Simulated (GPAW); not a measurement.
Runs of GPAW 26.7.0 on MoSe2. Symmetry: P6_3/mmc, No. 194, hexagonal system. The conventional cell has a = 3.288 Å, b = 3.288 Å, c = 12.900 Å, α = 90.00°, β = 90.00°, γ = 120.00°. Mo (site symmetry -6m2) has 6 Se at 2.49 Å as nearest neighbours. Se (site symmetry 3m) has 3 Mo at 2.49 Å as nearest neighbours. 

| task | level | potentials or basis | spin | cell | band path | band points | spin axis theta (degrees) | spin axis phi (degrees) | optimizer | gap on the mesh (eV) | pressure (GPa) | relaxed volume (Å³/atom) | largest force (eV/Å) |
| --- | --- | --- | --- | --- | --- | --- | --- | --- | --- | --- | --- | --- | --- |
| band structure | mBEEF | GPAW PAW data sets (gpaw-data 1.2.1), pw | SOC, no magnetisation | as given | GMKGALHA,LM,KH | 60 | 0 | 0 | - | 0.98 | 4.3 | - | 0.39 |
| band structure | LDA | PAW data sets generated in the run's folder for this functional, pw | off | as given | GMKGALHA,LM,KH | 60 | - | - | - | 0.82 | 0.3 | - | 0.55 |
| relaxation of cell and atoms | AM05 | PAW data sets generated in the run's folder for this functional, pw | off | relaxed | - | - | - | - | LBFGS | 1.39 | 0.0 | 22.53 | - |
| band structure | vdW-DF | GPAW PAW data sets (gpaw-data 1.2.1), pw | SOC, no magnetisation | as given | GMKGALHA,LM,KH | 60 | 54.7 | 45 | - | 0.83 | - | - | 1.71 |
| relaxation of cell and atoms | PW91 | PAW data sets generated in the run's folder for this functional, pw | off | relaxed to 1 GPa | - | - | - | - | LBFGS | 1.00 | 1.1 | - | 0.01 |
| relaxation of cell and atoms | RPBE+D3(BJ) | the program's PAW data sets (release 1.2.1) made for this functional, pw | off | relaxed | - | - | - | - | FIRE | (a) | 0.0 | 15.75 | - |
| relaxation of cell and atoms | BP86 | PAW data sets generated in the run's folder for this functional, pw | off | relaxed | - | - | - | - | LBFGS | 1.28 | 0.0 | 23.43 | 0.01 |
| band structure | BLYP | PAW data sets generated in the run's folder for this functional, pw | SOC, no magnetisation | as given | GMKGALHA,LM,KH | 80 | 0 | 0 | - | 0.84 | 14.4 | - | (b) |

Alike in all rows: k mesh 6 × 6 × 2; cutoff (eV) 600; smearing fermi-dirac 0.05 eV; the mesh is coarse, so values aren't converged.

Task: Fill in the values left out.

Result: (a) 0.12; (b) 1.43.

Caveats: the cell's inner coordinates are idealised or old, which leaves forces on the atoms (some runs); later steps reuse the first step's grids (some runs); spin-orbit coupling was added after a scalar SCF, so levels and gaps hold it while energy, forces, pressure and moments don't (some runs); this program's spin-orbit splittings come out too wide for heavy elements (some runs); this functional lacks dispersion, which binds the layers, so the pressure and a relaxed spacing across them are unreliable (some runs); the PAW data sets were made with another functional, which shifts forces and pressure a little (some runs); the volume moved by over 15 % at a fixed basis, so the end points are rough (some runs).

A k mesh can miss the band edges, and rows without SOC leave out spin-orbit coupling on Mo, Se.

Runs at the PBE level aren't shown here.
